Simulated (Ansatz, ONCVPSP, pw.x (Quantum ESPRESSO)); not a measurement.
# pw.x on fcc Si: one setting changed

Potential: optimised norm-conserving Vanderbilt (ONCV), ONCVPSP 4.0.1, PBEsol; core [Ne], reference 3s2 3p2; waves: 3s: rc 1.65 bohr, ncon 3, nbas 6, qcut 3.1 1/bohr, 2 projectors, debl 3.4 Ha; 3p: rc 1.78 bohr, ncon 4, nbas 8, qcut 3.1 1/bohr, 1 projector; d scattering state at 0.16 Ha: rc 1.65 bohr, ncon 3, nbas 8, qcut 6.8 1/bohr, 2 projectors, debl 0.5 Ha; local part: polynomial inside 1.60 bohr (lpopt 5, dvloc0 2 Ha); core correction: polynomial model core, fcfact 0.45.

The reference run (k-mesh 15³, cutoffs 80/320 Ry, Fermi–Dirac 0.01 Ry, mixing_beta 0.4, conv_thr 1e-9, no spin) gives 0.15 GPa at 14.001 Å³/atom, where all-electron LAPW gives 0.43 GPa. This run, with its own iteration cap, changes degauss to 0.02.

```
&control
  calculation='scf', prefix='x', pseudo_dir='./', outdir='./tmp', tstress=.true., disk_io='none'
/
&system
  ibrav=0, nat=1, ntyp=1, ecutwfc=80, ecutrho=320, nbnd=9,
  occupations='smearing', smearing='fd', degauss=0.02
/
&electrons
  conv_thr=1e-09, mixing_beta=0.4, electron_maxstep=50
/
ATOMIC_SPECIES
Si 1.0 Si.UPF
CELL_PARAMETERS angstrom
  0.00000000 1.91297673 1.91297673
  1.91297673 0.00000000 1.91297673
  1.91297673 1.91297673 0.00000000
ATOMIC_POSITIONS crystal
Si 0.0000 0.0000 0.0000
K_POINTS automatic
15 15 15 0 0 0
```

```bash
pw.x < Si.scf.in > Si.scf.out
```

Problem. How does the run end?

Solution. It converges in 6 iterations; the free energy moves by -39.3 meV/atom and the pressure by +0.36 GPa. In a metal, with Fermi–Dirac smearing, F lies below its zero-width value by a term in the square of the width.

```
Message from routine setup:
     using ibrav=0 with symmetry is DISCOURAGED, use correct ibrav instead
     lattice parameter (alat)  =       5.1124  a.u.
     unit-cell volume          =      94.4834 (a.u.)^3
     number of electrons       =         4.00
     number of Kohn-Sham states=            9
     kinetic-energy cutoff     =      80.0000  Ry
     charge density cutoff     =     320.0000  Ry
     scf convergence threshold =      1.0E-09
     Exchange-correlation= PBESOL
     number of k points=   120  Fermi-Dirac smearing, width (Ry)=  0.0200
     iteration #  1     ecut=    80.00 Ry     beta= 0.40
     total energy              =     -10.51340848 Ry
     estimated scf accuracy    <       0.00445786 Ry
     iteration #  2     ecut=    80.00 Ry     beta= 0.40
     total energy              =     -10.51280422 Ry
     estimated scf accuracy    <       0.00130885 Ry
     iteration #  3     ecut=    80.00 Ry     beta= 0.40
     total energy              =     -10.51288924 Ry
     estimated scf accuracy    <       0.00000380 Ry
     iteration #  4     ecut=    80.00 Ry     beta= 0.40
     total energy              =     -10.51289206 Ry
     estimated scf accuracy    <       0.00000001 Ry
     iteration #  5     ecut=    80.00 Ry     beta= 0.40
     total energy              =     -10.51289207 Ry
     estimated scf accuracy    <          2.3E-09 Ry
     iteration #  6     ecut=    80.00 Ry     beta= 0.40
     the Fermi energy is    11.1416 ev
!    total energy              =     -10.51289207 Ry
     estimated scf accuracy    <          1.8E-11 Ry
     smearing contrib. (-TS)   =      -0.00765285 Ry
     The total energy is F=E-TS. E is the sum of the following terms:
     one-electron contribution =       4.89617488 Ry
     hartree contribution      =       0.02630135 Ry
     xc contribution           =      -5.28141525 Ry
     ewald contribution        =     -10.14630021 Ry
     convergence has been achieved in   6 iterations
          total   stress  (Ry/bohr**3)                   (kbar)     P=        5.11
     Message from routine punch:
     Nothing written, as per user request (disk_io='none')
```

The run took about 9.8 s on one core of a shared host (Intel(R) Xeon(R) Platinum 8488C, 48 threads, 93 GiB, load 3).
